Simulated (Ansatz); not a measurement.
## Mechanical response of AlN (F-43m)

```
CELL_PARAMETERS angstrom
0.00000 2.18868 2.18868
2.18868 0.00000 2.18868
2.18868 2.18868 0.00000
ATOMIC_POSITIONS crystal
Al 0.00000 0.00000 0.00000
N 0.25000 0.25000 0.25000
```

Computed, not measured; unless marked otherwise by PBEsol, all-electron LAPW in Ansatz 0.2.0, scalar-relativistic. k mesh 8×8×8, fixed occupations, basis error target 0.5 meV/atom. The cell was relaxed by PAW under this functional. This phase needn't be the one found at ambient conditions.

The cell is cubic and carries a residual pressure of -0.10 GPa at this level. Each strain component that symmetry leaves independent is applied at ±0.003, the ions relax wherever a strain frees them, and the stress (tension positive, GPa) is read. Shears are engineering strains, γ = 2ε.

| strain | size | σxx | σyy | σzz | σyz | σxz | σxy |
| --- | --- | --- | --- | --- | --- | --- | --- |
| xx | -0.003 | -0.7550 | -0.3710 | -0.3710 | 0.0000 | 0.0000 | 0.0000 |
| xx | +0.003 | 0.9621 | 0.5696 | 0.5696 | 0.0000 | 0.0000 | 0.0000 |
| yz | -0.003 | 0.1051 | 0.1033 | 0.1033 | -0.5368 | 0.0000 | 0.0000 |
| yz | +0.003 | 0.1051 | 0.1033 | 0.1033 | 0.5368 | 0.0000 | 0.0000 |

A central difference gives one constant, for example C11 ≈ (0.9621 − (-0.7550))/(0.006) = 286.2 GPa; the program then imposes the crystal's symmetry on the whole matrix.

Task: What are the independent elastic constants?

Result: C11 = 286.2, C12 = 156.8, C44 = 178.9 GPa.

Task: Do they meet the Born conditions?

Result: C11 − C12 = 129.4, C11 + 2C12 = 599.7 and C44 = 178.9 GPa must all be positive, so the crystal is elastically stable; that says nothing yet of its phonons.

Task: What moduli does a random aggregate of grains have?

Result: B = (C11 + 2C12)/3 = 199.9 GPa. G_V = (C11 − C12 + 3C44)/5 = 133.2 and G_R = 5(C11 − C12)C44/(4C44 + 3(C11 − C12)) = 104.9, so G_H = 119.1 GPa. Then E = 9BG/(3B + G) = 298.0 GPa, ν = (3B − 2G)/(6B + 2G) = 0.252 and B/G = 1.68, on the brittle side of Pugh's 1.75 (a rule of thumb, made for metals; it doesn't predict ductility here).

Task: With the density of 3.246 g/cm³, how fast does sound travel, and what Debye temperature follows?

Result: 

```
direction  slow (m/s)  middle (m/s)  fast (m/s)
    [100]        7425          7425        9390
    [110]        4465          7425       11107
    [111]        5627          5627       11623
```

The mean of v⁻³ over directions and branches gives v_m = 6591 m/s and θ_D = (ħ/k_B) v_m (6π²n)^(1/3) = 897 K, n being atoms per volume. Young's modulus spans 175 to 413 GPa over directions, and the universal anisotropy index is 1.35.

Task: How far do the constants move if PAW replaces LAPW in the same cell?

Result: 

```csv
constant,LAPW (GPa),PAW (GPa),difference
C11,286.2,285.3,-0.9
C12,156.8,157.2,0.4
C44,178.9,178.6,-0.3
```

Task: How do the constants change if the ions are clamped to the homogeneous strain?

Result: Clamped values, with the change against relaxed ions: C11 = 286.2 (+0.0), C12 = 156.8 (+0.0), C44 = 220.8 (+41.9) GPa.

Limits of these numbers: constants at zero field, no piezoelectric stiffening; the frozen-core PAW files of the compared runs were fitted under PBE, their cores solved anew for this functional.
